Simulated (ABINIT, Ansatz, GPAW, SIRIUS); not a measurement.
## One calculation of AlAu, 4 ways

```
CELL_PARAMETERS angstrom
3.22394 0.00000 0.00000
0.00000 3.22394 0.00000
0.00000 0.00000 3.22394
ATOMIC_POSITIONS crystal
Au 0.50000 0.50000 0.50000
Al 0.00000 0.00000 0.00000
```

The cell comes from a database or a generator and needn't be the stable form of this composition.

Alike in all runs: task single point; functional PBEsol; k mesh 8 × 8 × 8; occupations fermi-dirac, width 0.05 eV; no spin polarisation; no spin-orbit coupling. Pressure is positive in compression and, in plane waves, holds the error of the finite cutoff.

| program and potentials | plane-wave cutoff (eV) | notes | band gap (eV) | pressure (GPa) |
| --- | --- | --- | --- | --- |
| SIRIUS, PseudoDojo 0.4.1 PBEsol standard (scalar relativistic) | 1054 | 11 valence electrons an atom on average | no gap | -5.39 |
| ABINIT, PseudoDojo NC SR PBEsol v0.4.1 standard | 1034 | 11 valence electrons an atom on average | no gap | -5.40 |
| Ansatz, all-electron LAPW, scalar-relativistic | - | - | no gap | -5.15 |
| GPAW, PAW data sets generated for this functional | 600 | 7 valence electrons an atom on average; this data set often lies off other programs | no gap | -4.54 |

None finds a gap. The pressure spans -5.40 (ABINIT, PseudoDojo NC SR PBEsol v0.4.1 standard) to -4.54 GPa (GPAW, PAW data sets generated for this functional), with all-electron results at -5.15.

Differences between rows come from potentials, basis sets and numerical settings, since the functional is the same but for its coding. Runs on potential files found faulty are left out.
